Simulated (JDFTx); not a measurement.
# MnS (Fm-3m) in JDFTx: notebook

Aim: see how the results for MnS move with the level of theory and the settings. Levels: LDA, PBEsol+U. Tasks: equation of state, density of states.

Everything below comes from runs of JDFTx 1.7.0 (patched build). Logs are shortened: lines on timing, memory, paths and dates and some standing lists are left out, and cuts for length are marked. The log counts tension as positive stress, the text compression.

## (1) Starting point

It takes space group Fm-3m (No. 225, cubic). The conventional cell has a = 5.209 Å, b = 5.209 Å, c = 5.209 Å, α = 90.00°, β = 90.00°, γ = 90.00°. Mn (site symmetry m-3m) is surrounded by 6 S at 2.60 Å. Around S (site symmetry m-3m) lie 6 Mn at 2.60 Å.

## (2) Equation of state, LDA, collinear spin, ferromagnetic start, 16.61 Å³/atom (volume scaled by 0.94)

MnS.in

```
lattice \
    0.0000000000     2.5513320201     2.5513320201 \
    2.5513320201     0.0000000000     2.5513320201 \
    2.5513320201     2.5513320201     0.0000000000
latt-scale 1.889726124626 1.889726124626 1.889726124626
coords-type Lattice
ion Mn     0.0000000000     0.0000000000     0.0000000000 1
ion S      0.5000000000     0.5000000000     0.5000000000 1

ion-species pseudo/Mn.upf
ion-species pseudo/S.upf
elec-cutoff 48 384
elec-ex-corr lda-PW
kpoint-folding 7 7 7
elec-smearing Fermi 0.0018374661
elec-n-bands 19
spintype z-spin
initial-magnetic-moments Mn 4
elec-initial-magnetization 4 no
electronic-SCF nIterations 100 energyDiffThreshold 1e-09
electronic-minimize nIterations 30 energyDiffThreshold 1e-7
forces-output-coords Cartesian

dump-name run.$VAR
dump End Ecomponents EigStats BandEigs Kpoints Forces Stress ElecDensity Dtot
```

Potentials or basis: PseudoDojo-SR-LDA-0.4.1-standard.

Started as:

```
$ jdftx -c 1 -i MnS.in -o MnS.out
```

What it wrote:

```text
*************** JDFTx 1.7.0 (patched build) ***************

Input parsed successfully to the following command list (including defaults):
[... the input with its defaults ...]

---------- Setting up symmetries ----------

Found 48 point-group symmetries of the bravais lattice
Found 48 space-group symmetries with basis
Applied RMS atom displacement 0 bohrs to make symmetries exact.

---------- Initializing the Grid ----------
R =
[            0      4.82132      4.82132  ]
[      4.82132            0      4.82132  ]
[      4.82132      4.82132            0  ]
unit cell volume = 224.144
G =
[  -0.651604   0.651604   0.651604  ]
[   0.651604  -0.651604   0.651604  ]
[   0.651604   0.651604  -0.651604  ]
Minimum fftbox size, Smin = [  64  64  64  ]
Chosen fftbox size, S = [  64  64  64  ]

---------- Initializing tighter grid for wavefunction operations ----------
R =
[            0      4.82132      4.82132  ]
[      4.82132            0      4.82132  ]
[      4.82132      4.82132            0  ]
unit cell volume = 224.144
G =
[  -0.651604   0.651604   0.651604  ]
[   0.651604  -0.651604   0.651604  ]
[   0.651604   0.651604  -0.651604  ]
Minimum fftbox size, Smin = [  44  44  44  ]
Chosen fftbox size, S = [  48  48  48  ]

---------- Exchange Correlation functional ----------
Initalized Slater LDA exchange.
Initalized Perdew-Wang LDA correlation.

---------- Setting up pseudopotentials ----------
Width of ionic core gaussian charges (only for fluid interactions / plotting) set to 0

Reading pseudopotential file 'pseudo/Mn.upf':
  'Mn' pseudopotential, 'SLA  PW   NOGX NOGC' functional
  Generated using ONCVPSP code by D. R. Hamann
  15 valence electrons, 4 orbitals, 6 projectors, 1001 radial grid points, with lMax = 2
    3S    l: 0   occupation:  2.0   eigenvalue: -3.138661
    3P    l: 1   occupation:  6.0   eigenvalue: -2.002460
    3D    l: 2   occupation:  5.0   eigenvalue: -0.257579
    4S    l: 0   occupation:  2.0   eigenvalue: -0.194140
  Core radius for overlap checks: 1.55 bohrs.

Reading pseudopotential file 'pseudo/S.upf':
  'S' pseudopotential, 'SLA  PW   NOGX NOGC' functional
  Generated using ONCVPSP code by D. R. Hamann
  6 valence electrons, 2 orbitals, 6 projectors, 1001 radial grid points, with lMax = 2
    3S    l: 0   occupation:  2.0   eigenvalue: -0.635064
    3P    l: 1   occupation:  4.0   eigenvalue: -0.261175
  Core radius for overlap checks: 1.67 bohrs.

Initialized 2 species with 2 total atoms.

Folded 1 k-points by 7x7x7 to 343 k-points.

---------- Setting up k-points, bands, fillings ----------
Reduced to 20 k-points under symmetry.
Computing the number of bands and number of electrons
Calculating initial fillings.
nElectrons:  21.000000   nBands: 19   nStates: 40

----- Setting up reduced wavefunction bases (one per k-point) -----
average nbasis = 3560.015 , ideal nbasis = 3560.274

---------- Setting up ewald sum ----------
Optimum gaussian width for ewald sums = 2.189760 bohr.
Real space sum over 1331 unit cells with max indices [  5  5  5  ]
Reciprocal space sum over 2197 terms with max indices [  6  6  6  ]

---------- Allocating electronic variables ----------
Initializing wave functions:  linear combination of atomic orbitals
Note: number of bands (19) exceeds available atomic orbitals (14)
Mn (M=4) pseudo-atom majority spin occupations:   s ( 1 0.5 )  p ( 3 )  d ( 5 )
Mn (M=4) pseudo-atom minority spin occupations:   s ( 1 0 )  p ( 3 )  d ( 1.5 )
S pseudo-atom occupations:   s ( 2 )  p ( 4 )
	FillingsUpdate:  mu: +1.248092967  nElectrons: 21.000000  magneticMoment: [ Abs: 0.17250  Tot: +0.17108 ]
LCAOMinimize: Iter:   0  F: -106.1185504337683199  |grad|_K:  2.437e-02  alpha:  1.000e+00
	FillingsUpdate:  mu: +1.140012970  nElectrons: 21.000000  magneticMoment: [ Abs: 0.26996  Tot: +0.26996 ]
LCAOMinimize: Iter:   1  F: -107.4630695174819692  |grad|_K:  2.300e-02  alpha:  1.477e-01  linmin: -1.061e-01  cgtest:  8.405e-01
LCAOMinimize: 	Wrong curvature in test step, increasing alphaT to 4.432004e-01.
[... 33 lines of inner loops ...]
LCAOMinimize: Iter:  13  F: -114.2376443968497171  |grad|_K:  1.408e-06  alpha:  3.451e-01  linmin:  2.931e-05  cgtest:  1.715e-02
	FillingsUpdate:  mu: +0.423109211  nElectrons: 21.000000  magneticMoment: [ Abs: 4.52656  Tot: +4.52653 ]
LCAOMinimize: Iter:  14  F: -114.2376444106530613  |grad|_K:  3.305e-07  alpha:  9.661e-01  linmin:  2.896e-03  cgtest: -1.308e-02
LCAOMinimize: Converged (|Delta F|<1.000000e-06 for 2 iters).

-------- Electronic minimization -----------
Will mix electronic density at each iteration.
	FillingsUpdate:  mu: +0.423109211  nElectrons: 21.000000  magneticMoment: [ Abs: 4.52656  Tot: +4.52653 ]
	FillingsUpdate:  mu: +0.413961425  nElectrons: 21.000000  magneticMoment: [ Abs: 4.52656  Tot: +4.52653 ]
SCF: Cycle:  0   F: -114.280962200644524   dF: -4.332e-02   |Residual|: 1.019e-01   |deigs|: 1.751e-01
	FillingsUpdate:  mu: +0.399865428  nElectrons: 21.000000  magneticMoment: [ Abs: 4.39921  Tot: +4.39702 ]
SCF: Cycle:  1   F: -114.285789715998476   dF: -4.828e-03   |Residual|: 3.168e-02   |deigs|: 1.977e-02
	FillingsUpdate:  mu: +0.400263322  nElectrons: 21.000000  magneticMoment: [ Abs: 4.37022  Tot: +4.37012 ]
SCF: Cycle:  2   F: -114.286804629230559   dF: -1.015e-03   |Residual|: 1.351e-02   |deigs|: 4.308e-03
	FillingsUpdate:  mu: +0.398827335  nElectrons: 21.000000  magneticMoment: [ Abs: 4.41940  Tot: +4.41938 ]
SCF: Cycle:  3   F: -114.286861044601366   dF: -5.642e-05   |Residual|: 6.670e-03   |deigs|: 2.086e-03
	FillingsUpdate:  mu: +0.399404208  nElectrons: 21.000000  magneticMoment: [ Abs: 4.44259  Tot: +4.44254 ]
SCF: Cycle:  4   F: -114.286873129670525   dF: -1.209e-05   |Residual|: 2.102e-03   |deigs|: 8.836e-04
	FillingsUpdate:  mu: +0.399324871  nElectrons: 21.000000  magneticMoment: [ Abs: 4.44588  Tot: +4.44586 ]
SCF: Cycle:  5   F: -114.286873752570401   dF: -6.229e-07   |Residual|: 7.226e-04   |deigs|: 2.338e-04
	FillingsUpdate:  mu: +0.399347738  nElectrons: 21.000000  magneticMoment: [ Abs: 4.44385  Tot: +4.44381 ]
SCF: Cycle:  6   F: -114.286873875059698   dF: -1.225e-07   |Residual|: 2.115e-04   |deigs|: 1.433e-04
	FillingsUpdate:  mu: +0.399377055  nElectrons: 21.000000  magneticMoment: [ Abs: 4.44319  Tot: +4.44315 ]
SCF: Cycle:  7   F: -114.286873931141301   dF: -5.608e-08   |Residual|: 9.627e-05   |deigs|: 1.298e-04
	FillingsUpdate:  mu: +0.399390780  nElectrons: 21.000000  magneticMoment: [ Abs: 4.44311  Tot: +4.44308 ]
SCF: Cycle:  8   F: -114.286873940985657   dF: -9.844e-09   |Residual|: 4.533e-05   |deigs|: 1.105e-04
	FillingsUpdate:  mu: +0.399390985  nElectrons: 21.000000  magneticMoment: [ Abs: 4.44305  Tot: +4.44302 ]
SCF: Cycle:  9   F: -114.286873945054396   dF: -4.069e-09   |Residual|: 8.883e-06   |deigs|: 4.143e-04
	FillingsUpdate:  mu: +0.399390619  nElectrons: 21.000000  magneticMoment: [ Abs: 4.44305  Tot: +4.44302 ]
SCF: Cycle: 10   F: -114.286873945910145   dF: -8.557e-10   |Residual|: 5.958e-06   |deigs|: 1.978e-04
	FillingsUpdate:  mu: +0.399390990  nElectrons: 21.000000  magneticMoment: [ Abs: 4.44305  Tot: +4.44302 ]
SCF: Cycle: 11   F: -114.286873946292289   dF: -3.821e-10   |Residual|: 3.588e-06   |deigs|: 8.195e-05
SCF: Converged (|Delta E|<1.000000e-09 for 2 iters).

Setting wave functions to eigenvectors of Hamiltonian

# Stress tensor in Cartesian coordinates [Eh/a0^3]:
[  0.000298204            0            0  ]
[            0  0.000298204            0  ]
[            0            0  0.000298204  ]

# Ionic positions in lattice coordinates:
ion Mn   0.000000000000000   0.000000000000000   0.000000000000000 1
ion S   0.500000000000000   0.500000000000000   0.500000000000000 1

# Forces in Cartesian coordinates:
force Mn  -0.000000000000000   0.000000000000000  -0.000000000000000 1
force S   0.000000000000000   0.000000000000000   0.000000000000000 1

# Energy components:
   Eewald =      -72.2209517134758840
       EH =       35.1841955715266508
     Eloc =     -107.6735423869891406
      Enl =       -6.3234700942914488
      Exc =      -21.3413618668059364
 Exc_core =        5.5955160573188429
       KE =       52.4931377154741199
-------------------------------------
     Etot =     -114.2864767172428060
       TS =        0.0003972290494889
-------------------------------------
        F =     -114.2868739462922889

IonicMinimize: Iter:   0  F: -114.286873946292289  |grad|_K:  1.145e-41
IonicMinimize: Converged (|grad|_K<1.000000e-04).

#--- Lowdin population analysis ---
# oxidation-state Mn +0.911
# magnetic-moments Mn +4.214
# oxidation-state S -0.749
# magnetic-moments S +0.200

Dumping 'run.eigStats' ...
	eMin: -2.567437 at state 0 ( [ +0.000000 +0.000000 +0.000000 ] spin 1 )
	HOMO: +0.398824 at state 9 ( [ +0.000000 +0.142857 -0.142857 ] spin 1 )
	mu  : +0.399391
	LUMO: +0.400242 at state 20 ( [ +0.000000 +0.000000 +0.000000 ] spin -1 )
	eMax: +0.943921 at state 34 ( [ +0.000000 +0.428571 +0.428571 ] spin -1 )
	HOMO-LUMO gap: +0.001418
	Optical gap  : +0.017089 at state 24 ( [ +0.000000 +0.142857 +0.142857 ] spin -1 )
Done!
```

Wall time 2.3 min (1 thread of Intel Xeon Platinum 8488C (Sapphire Rapids), shared host); peak memory 0.21 GiB.

Results:

```yaml
Free_energy: -3109.9043 eV
Pressure: -8.8 GPa
Band_gap_on_the_k_mesh: none (metal or under the smearing width)
Net_moment: 4.44 μB per cell
Absolute_moment: 4.44 μB per cell
Site_moments: Mn +4.21; S +0.20 μB
Loewdin_charges: Mn +0.91; S -0.75 e
```

Caveat: a cell with one magnetic atom can't hold antiferromagnetic order, which such compounds often take; semilocal functionals often make such compounds metallic where correlation or magnetic order opens a gap, which also shifts bond lengths.

[end of part 1 of 2]
